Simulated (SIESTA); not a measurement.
The system is Se.

```
Se
1.0
     4.36620    0.00000    0.00000
    -2.18310    3.78124    0.00000
     0.00000    0.00000    4.95360
Se
3
Direct
  0.77460 0.77460 0.00000
  0.00000 0.22540 0.66667
  0.22540 0.00000 0.33333
```

```yaml
Program: SIESTA 5.4.2
Task: relaxation of cell and atoms
Functional: PBE
Potentials_or_basis: PseudoDojo 0.4 standard (PBE files)
Basis: DZ (energy shift 0.003 Ry; two zetas on semicore shells)
Grid_cutoff: 500 Ry
Energy_shift: 0.003 Ry
k_mesh: 7 × 7 × 6
Occupations: fermi-dirac, width 0.05 eV
Spin: no spin polarisation
```

At the start: pressure 7.4 GPa; volume 27.26 Å³/atom.

**Question.** Where does the relaxation end?

**Answer.** Over 27 steps the energy falls by 177.0 meV/atom and the volume is 24.74 Å³/atom (-9.2 %); space group P3_121 (No. 152, to 0.05 Å).

Step by step:
```tsv
step	energy change (eV)	largest force (eV/Å)	pressure (GPa)	volume (Å³)
1	0.0000	1.8938	7.41	81.78
2	-0.2523	1.0935	3.25	82.83
3	-0.3401	0.3254	-1.45	84.51
4	-0.3437	0.3994	-0.94	84.29
5	-0.3685	0.6101	-1.31	82.97
6	-0.3867	0.2961	-1.35	83.46
7	-0.4273	0.1295	-1.17	81.53
8	-0.4248	0.5521	-0.55	79.15
9	-0.4367	0.2831	-0.96	80.58
10	-0.4784	0.2422	-0.75	77.98
11	-0.5092	0.1985	-0.16	75.40
12	-0.5162	0.1456	0.87	72.84
13	-0.5169	0.1579	0.61	73.39
14	-0.4494	0.8019	-0.88	75.89
15	-0.5228	0.0966	0.14	73.93
16	-0.5267	0.0524	-0.12	74.33
17	-0.5194	0.1585	-0.47	74.96
18	-0.5267	0.0603	-0.16	74.40
19	-0.5292	0.0314	0.08	74.48
20	-0.5292	0.0252	0.05	74.48
21	-0.5300	0.0658	-0.04	74.61
22	-0.5304	0.0340	-0.01	74.56
23	-0.5305	0.0331	-0.18	74.58
24	-0.5307	0.0162	-0.12	74.57
25	-0.5308	0.0252	-0.11	74.41
26	-0.5309	0.0124	-0.12	74.46
27	-0.5310	0.0138	0.04	74.23
```

Final structure:
```
CELL_PARAMETERS angstrom
4.00520 -0.00139 0.00178
-2.00381 3.46791 -0.00178
0.00202 -0.00117 5.34567
ATOMIC_POSITIONS crystal
Se 0.71955 0.71955 0.00000
Se 0.99916 0.28066 0.66661
Se 0.28066 0.99916 0.33339
```

Caveat: the basis has no polarisation orbitals; the basis of atomic orbitals isn't converged, which shifts pressures, moduli and gaps.
